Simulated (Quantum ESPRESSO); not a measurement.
Input of a Quantum ESPRESSO 7.5 run:

Contents of pw.in:

```
&CONTROL
  calculation = 'scf'
  prefix = 'pwscf'
  outdir = './tmp'
  pseudo_dir = './pseudo'
  tprnfor = .true.
  tstress = .true.
  disk_io = 'low'
/
&SYSTEM
  ibrav = 0
  nat = 1
  ntyp = 1
  ecutwfc = 70
  nbnd = 13
  input_dft = 'r2scan'
  occupations = 'smearing'
  smearing = 'fd'
  degauss = 0.00367493
  nosym = .true.
/
&ELECTRONS
  conv_thr = 1d-08
  electron_maxstep = 120
  mixing_beta = 0.5
/
ATOMIC_SPECIES
Sb   121.7600 Sb_ONCV_PBE-1.2.upf
CELL_PARAMETERS angstrom
  -1.8713408863    1.8713408863    1.8713408863
   1.8713408863   -1.8713408863    1.8713408863
   1.8713408863    1.8713408863   -1.8713408863
ATOMIC_POSITIONS crystal
Sb     0.0000000000    0.0000000000    0.0000000000
K_POINTS automatic
8 8 8 0 0 0
```

Contents of bands.in:

```
&CONTROL
  calculation = 'bands'
  prefix = 'pwscf'
  outdir = './tmp'
  pseudo_dir = './pseudo'
  disk_io = 'low'
  verbosity = 'high'
/
&SYSTEM
  ibrav = 0
  nat = 1
  ntyp = 1
  ecutwfc = 70
  nbnd = 13
  input_dft = 'r2scan'
  occupations = 'smearing'
  smearing = 'fd'
  degauss = 0.00367493
  nosym = .true.
/
&ELECTRONS
  conv_thr = 1d-08
  electron_maxstep = 120
  mixing_beta = 0.5
  diago_full_acc = .true.
  startingwfc = 'random'
/
ATOMIC_SPECIES
Sb   121.7600 Sb_ONCV_PBE-1.2.upf
CELL_PARAMETERS angstrom
  -1.8713408863    1.8713408863    1.8713408863
   1.8713408863   -1.8713408863    1.8713408863
   1.8713408863    1.8713408863   -1.8713408863
ATOMIC_POSITIONS crystal
Sb     0.0000000000    0.0000000000    0.0000000000
K_POINTS crystal
60
 0.0000000000  0.0000000000  0.0000000000 1
 0.0416666667 -0.0416666667  0.0416666667 1
 0.0833333333 -0.0833333333  0.0833333333 1
 0.1250000000 -0.1250000000  0.1250000000 1
 0.1666666667 -0.1666666667  0.1666666667 1
 0.2083333333 -0.2083333333  0.2083333333 1
 0.2500000000 -0.2500000000  0.2500000000 1
 0.2916666667 -0.2916666667  0.2916666667 1
 0.3333333333 -0.3333333333  0.3333333333 1
 0.3750000000 -0.3750000000  0.3750000000 1
 0.4166666667 -0.4166666667  0.4166666667 1
 0.4583333333 -0.4583333333  0.4583333333 1
 0.5000000000 -0.5000000000  0.5000000000 1
 0.4375000000 -0.4375000000  0.5000000000 1
 0.3750000000 -0.3750000000  0.5000000000 1
 0.3125000000 -0.3125000000  0.5000000000 1
 0.2500000000 -0.2500000000  0.5000000000 1
 0.1875000000 -0.1875000000  0.5000000000 1
 0.1250000000 -0.1250000000  0.5000000000 1
 0.0625000000 -0.0625000000  0.5000000000 1
 0.0000000000  0.0000000000  0.5000000000 1
 0.0000000000  0.0000000000  0.4444444444 1
 0.0000000000  0.0000000000  0.3888888889 1
 0.0000000000  0.0000000000  0.3333333333 1
 0.0000000000  0.0000000000  0.2777777778 1
 0.0000000000  0.0000000000  0.2222222222 1
 0.0000000000  0.0000000000  0.1666666667 1
 0.0000000000  0.0000000000  0.1111111111 1
 0.0000000000  0.0000000000  0.0555555556 1
 0.0000000000  0.0000000000  0.0000000000 1
 0.0227272727  0.0227272727  0.0227272727 1
 0.0454545455  0.0454545455  0.0454545455 1
 0.0681818182  0.0681818182  0.0681818182 1
 0.0909090909  0.0909090909  0.0909090909 1
 0.1136363636  0.1136363636  0.1136363636 1
 0.1363636364  0.1363636364  0.1363636364 1
 0.1590909091  0.1590909091  0.1590909091 1
 0.1818181818  0.1818181818  0.1818181818 1
 0.2045454545  0.2045454545  0.2045454545 1
 0.2272727273  0.2272727273  0.2272727273 1
 0.2500000000  0.2500000000  0.2500000000 1
 0.2708333333  0.1875000000  0.2708333333 1
 0.2916666667  0.1250000000  0.2916666667 1
 0.3125000000  0.0625000000  0.3125000000 1
 0.3333333333  0.0000000000  0.3333333333 1
 0.3541666667 -0.0625000000  0.3541666667 1
 0.3750000000 -0.1250000000  0.3750000000 1
 0.3958333333 -0.1875000000  0.3958333333 1
 0.4166666667 -0.2500000000  0.4166666667 1
 0.4375000000 -0.3125000000  0.4375000000 1
 0.4583333333 -0.3750000000  0.4583333333 1
 0.4791666667 -0.4375000000  0.4791666667 1
 0.5000000000 -0.5000000000  0.5000000000 1
 0.2500000000  0.2500000000  0.2500000000 1
 0.2083333333  0.2083333333  0.2916666667 1
 0.1666666667  0.1666666667  0.3333333333 1
 0.1250000000  0.1250000000  0.3750000000 1
 0.0833333333  0.0833333333  0.4166666667 1
 0.0416666667  0.0416666667  0.4583333333 1
 0.0000000000  0.0000000000  0.5000000000 1
```

Potentials or basis: SG15 PBE 1.2.

Command:

```bash
$ OMP_NUM_THREADS=1 mpirun -n 2 pw.x -nk 2 -in pw.in > pw.out
$ OMP_NUM_THREADS=1 mpirun -n 2 pw.x -nk 2 -in bands.in > bands.out
```

Question: Predict the pressure.

Answer: 0.2 GPa.

Question: Predict the band gap on the k mesh.

Answer: None (metal or under the smearing width).

Levels at the corners of the path, in eV from the Fermi level:
```
point  band 4  band 5  band 6  band 7  band 8  band 9  band 10  band 11
    Γ  -28.81  -28.81  -13.61    5.81    5.81    5.81    12.56    12.56
    H  -28.76  -28.76   -5.91   -2.14   -2.14   -2.14     3.89     3.89
    N  -28.81  -28.74   -9.32   -5.85    1.77    4.14     7.52     8.14
    Γ  -28.81  -28.81  -13.61    5.81    5.81    5.81    12.56    12.56
    P  -28.82  -28.82   -8.32   -2.77   -2.77   -2.77    17.24    17.24
    H  -28.76  -28.76   -5.91   -2.14   -2.14   -2.14     3.89     3.89
    P  -28.82  -28.82   -8.32   -2.77   -2.77   -2.77    17.24    17.24
    N  -28.81  -28.74   -9.32   -5.85    1.77    4.14     7.52     8.14
```

Caveat: the potentials were made for another functional, which shifts forces and pressure; spin-orbit coupling is left out, which moves the levels of the heavy elements.
